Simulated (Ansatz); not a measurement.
# Honeycomb SiC bilayer (AA') in a perpendicular field, part 3 of 3

Aim: how the honeycomb SiC bilayer (AA') screens a field along its normal, and what the field does to its bands. A positive field points along +c.

Ansatz 0.2.0; plane-wave DFT, PBE-D3(BJ), Ansatz PAW.

So far, gap on the k-mesh (eV): step 2 (relaxing the slab) 1.85; step 3 (atoms held, field 0, start network) 1.83.

### Step 7. Atoms held, field 0.3 V/Å

Input file input.yaml:

```yaml
crystal:
  lattice:
    - [3.1453060785, 0.0, 0.0]
    - [-1.5726530393, 2.7239149667, 0.0]
    - [0.0, 0.0, 20.3340209818]
  atoms:
    - { symbol: C, position: [0.6666666667, 0.3333333333, 0.4426079824] }
    - { symbol: Si, position: [0.3333333333, 0.6666666667, 0.4503812265] }
    - { symbol: C, position: [0.3333333333, 0.6666666667, 0.5573920176] }
    - { symbol: Si, position: [0.6666666667, 0.3333333333, 0.5496187735] }
kpoints:
  mp_grid: { grid: [18, 18, 1] }
  band_path:
    path: [[0, 0, 0], [0.5, 0, 0], [0.33333333, 0.33333333, 0], [0, 0, 0]]
    npoints: 16
hamiltonian:
  xc: pbe
  dispersion: d3bj
scf:
  occupations: { method: fermi_dirac, width: 0.02585 }
  convergence: { dr2_threshold: 1.0e-10 }
efield:
  axis: 3
  dipole_correction: true
  ramp_position: 0.9302
  ramp_width: 0.1397
  amplitude: 0.3
output:
  write_potential: true
  write_density: true
  volumetric_format: npy
```

Command:

```bash
$ ansatz run input.yaml --threads 2 --pin off --max-ram 3072MiB --backend cpu --events-out ev --progress --plain --runs-dir out
```

Numbers of over 12 decimals in the logs are rounded to 6 here.

The log of the run:

```text
[...]
Crystal: 4 atoms, lattice volume = 174.213 Å³
Basis set: ecut = 420 eV, 3367 PW (Γ)
Bands: 12, of which v1, the nominal top of the filled ones, is band 8 counted from 1 (7 counted from 0)
Symmetry: 6 space group operations
k-points: 37 of 324 (time reversal used)
[...]
--- Band table (eV; the first three rows and the last of 37) ---
  k-point 0: bands = [... 4 lower, -4.1191, -2.9028, -2.9014, -2.9014, 2.0140, 2.5995, 2.8545, 3.7026]
  k-point 1: bands = [... 4 lower, -4.2017, -3.1012, -2.9386, -2.7356, 2.0836, 2.7146, 2.9244, 3.7581]
  k-point 2: bands = [... 4 lower, -4.4204, -3.6395, -3.0501, -2.4733, 2.2545, 2.8325, 3.1064, 3.5506]
  k-point 36: bands = [... 4 lower, -8.8718, -6.5598, -3.2913, -3.2495, 3.2371, 3.2437, 3.3617, 6.1934]
[key lines of the parts left out:]
SCF converged after 12 iterations
Free energy (F): -1773.292616 eV
Fermi energy:    -0.826081 eV
Dipole field:    D = 0.068737 V/Å  (p = 0.066177 e·Å, saw-weighted, corrected)
```

Elapsed: 23 s, on 2 threads of Intel Xeon at 2.50GHz (Skylake/Cascade Lake), shared host; peak memory 0.42 GiB; 43 s of CPU time.

The dipole is 0.0662 e·Å, and the gap 1.812 eV.

### Step 8. Response, atoms held

This step: plane-wave DFT, PBE-D3(BJ), Ansatz PAW; response to a field along the normal, atoms held (Ansatz 0.2.0).

The dipoles give the slope, and the difference of two potentials shows where the field is screened.

This step gave:

```
equivalent conductor thickness p/(ε₀AE) : 4.655 Å
distance between the outer atoms        : 2.334 Å
```

Dipole of the cell against applied field:

```csv
applied field (V/Å),dipole of the cell (e·Å)
-0.100,-0.0220
0.000,-3.8e-7
0.100,0.0220
0.200,0.0441
0.300,0.0662
```

Local field over the applied field, running mean. From the potentials at -0.1 and 0.1 V/Å; running mean over 2.8 Å. The local field over applied field by z:

```csv
z (Å),local field over applied field
4.10,0.999
4.52,0.997
4.94,0.993
5.37,0.984
5.79,0.965
6.21,0.924
6.64,0.849
7.06,0.734
7.48,0.596
7.91,0.462
8.33,0.334
8.75,0.221
9.18,0.134
9.60,0.0859
10.03,0.0752
10.31,0.0752
10.73,0.0859
11.16,0.134
11.58,0.221
12.00,0.334
12.43,0.462
12.85,0.596
13.27,0.734
13.70,0.849
14.12,0.924
14.54,0.965
14.97,0.984
15.39,0.993
15.82,0.997
16.24,0.999
```

Electrons, planar mean, per unit field. Induced electron density against z:

z (Å), induced electron density (e/Å³ per V/Å) and a bar from the least value:
```
     4.10    0.00000 ###############
     4.38    0.00001 ###############
     4.80    0.00002 ###############
     5.08    0.00003 ###############
     5.37    0.00006 ###############
     5.79    0.00014 ################
     6.07    0.00025 ################
     6.35    0.00042 #################
     6.78    0.00089 ##################
     7.06    0.00142 #####################
     7.34    0.00219 ########################
     7.77    0.00351 #############################
     8.05    0.00386 ##############################
     8.33    0.00297 ###########################
     8.75   -0.00005 ###############
     9.04   -0.00014 ##############
     9.32    0.00015 ################
     9.74   -0.00020 ##############
    10.03   -0.00007 ###############
    10.31    0.00007 ###############
    10.59    0.00020 ################
    11.01   -0.00015 ##############
    11.30    0.00014 ################
    11.58    0.00005 ###############
    12.00   -0.00297 ###
    12.29   -0.00386 
    12.57   -0.00351 #
    12.99   -0.00219 ######
    13.27   -0.00142 #########
    13.56   -0.00089 ############
    13.98   -0.00042 #############
    14.26   -0.00025 ##############
    14.54   -0.00014 ##############
    14.97   -0.00006 ###############
    15.25   -0.00003 ###############
    15.53   -0.00002 ###############
    15.96   -0.00001 ###############
    16.24    0.00000 ###############
```

The smaller of the gaps on the path and on the k-mesh, counted as 0 under 0.03 eV. The gap stays at 1.81 eV for applied field from -0.1 to 0.3 V/Å.

By hand: between -0.1 and 0.1 V/Å the dipole changes by 0.04408 e·Å, a slope of 0.2204 e·Å²/V. A perfect conductor of thickness t has p = ε₀AEt, so t = 180.95 × 0.2204 / 8.568 = 4.66 Å (e/ε₀ = 180.95 V·Å, A in Å²).

The induced dipole is that of a conductor 4.66 Å thick.

### Step 9. What came out

```yaml
gap_without_field: 1.81 eV
ionisation_energy_upper_face: 5.32 eV
electron_affinity_upper_face: 3.51 eV
equivalent_conductor_thickness_atoms_held: 4.66 Å
```

What this shows: The induced dipole equals that of a perfect conductor 4.66 Å thick, while the outer atoms lie 2.33 Å apart; an out-of-plane ε follows only once a thickness t is chosen, by 1 − 1/ε = 4.66 Å / t. The gap stays within 0.01 eV of 1.81 eV over the fields run, up to 0.3 V/Å in size. Semilocal functionals give gaps that are too small, and excitons are not included. After relaxation neighbouring layers come as close as 2.0 Å along the normal, so they are bonded in part and no longer a van der Waals stack.

[Logs are printed without paths, hosts, clocks, repeated set-up lines and the standing remarks that a program may print on its own settings, such as how far it seeks lower states.]

[Hosts, paths, dates, database ids (printed as entryN), source tags and the programs' standing remarks are cut or masked in the printed files.]

[Maps of the electrostatic potential energy from Ansatz leave out the sawtooth potential of an applied field or a dipole correction, so their vacuum need not be flat; planar profiles and work functions include it.]
